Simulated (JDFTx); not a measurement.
**PtS2: equation of state with PBE**

The system is PtS2.

```
Pt S
1.0
     3.54320    0.00000    0.00000
    -1.77160    3.06850    0.00000
     0.00000    0.00000    5.03880
Pt S
1 2
Direct
  0.00000 0.00000 0.00000
  0.66667 0.33333 0.77300
  0.33333 0.66667 0.22700
```

| Property | Result |
| --- | --- |
| Program | JDFTx 1.7.0 (patched build) |
| Task | equation of state |
| Functional | PBE |
| Potentials or basis | PseudoDojo-SR-PBE-0.5-standard |
| Cutoff | 1143 eV |
| Density cutoff | 9143 eV |
| k mesh | 9 × 9 × 5 |
| Occupations | fermi-dirac, width 0.05 eV |
| Spin | no spin polarisation |
| Bands | 22 |
| Density cutoff over wavefunction cutoff | 8 |
| Max SCF steps | 100 |
| SCF threshold on the energy | 1e-09 Ha |
| Solver of the electrons | scf |

* Equilibrium volume: 19.72 Å³/atom (rough: see the caveat)
* Bulk modulus at fixed shape and positions: 124 GPa (rough)

Energy against volume, from the lowest point:
```
volume (Å³/atom)  energy (meV/atom)
          17.165             164.08
          17.531             114.93
          17.896              75.77
          18.261              45.58
          18.626              23.41
          18.992               8.46
          19.357               0.00
```

Caveat: the minimum lies outside the volumes run; the cell was scaled at fixed shape and fractional positions, which overstates the stiffness of a crystal with free parameters, most of all of layers and chains. Spin-orbit coupling is left out, which matters for the levels of Pt.
